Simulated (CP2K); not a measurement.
The system is ZnSe (Stilleite).

```
Se Zn
1.0
     4.00760    0.00000    0.00000
     2.00380    3.47068    0.00000
     2.00380    1.15689    3.27219
Se Zn
1 1
Cartesian
  6.0114 3.4707 2.4541
  0.0000 0.0000 0.0000
```

Program: CP2K 2026.2. Alike in all runs: task band structure; cell as given; k mesh 8 × 8 × 8.

Order these runs on this cell by their pressure, lowest first.
A. level PBEsol; potentials or basis POTENTIAL_UZH Se GTH-PBE-q6, Zn GTH-PBE-q12; TZVP-MOLOPT-PBE-GTH basis; spin off; smearing fermi-dirac 0.01 eV; NGRIDS 5; points a segment of the path (NPOINTS) 6; bands added on the path 4; k points reduced by the point group yes
B. level LDA; potentials or basis GTH_POTENTIALS Se GTH-PADE-q6, Zn GTH-PADE-q12; TZVP-MOLOPT-PBE-GTH basis; spin off; smearing fermi-dirac 0.0259 eV; NGRIDS 4; points a segment of the path (NPOINTS) 10; bands added on the path 2; k points reduced by the point group yes
C. level PBE; potentials or basis GTH_SOC_POTENTIALS Se GTH-PBE-q6, Zn GTH-PBE-q12; TZVP-MOLOPT-PBE-GTH basis; spin SOC, no magnetisation; smearing fermi-dirac 0.01 eV; NGRIDS 5; points a segment of the path (NPOINTS) 8; bands added on the path 6; soc after scf yes

B (-3.2 GPa), A (0.0 GPa), C (2.8 GPa).

Caveats: the basis of atomic orbitals isn't converged, which shifts pressures, moduli and gaps; the potentials were made for another functional, which shifts forces and pressure (some runs).

Not every run made on this cell is shown here.
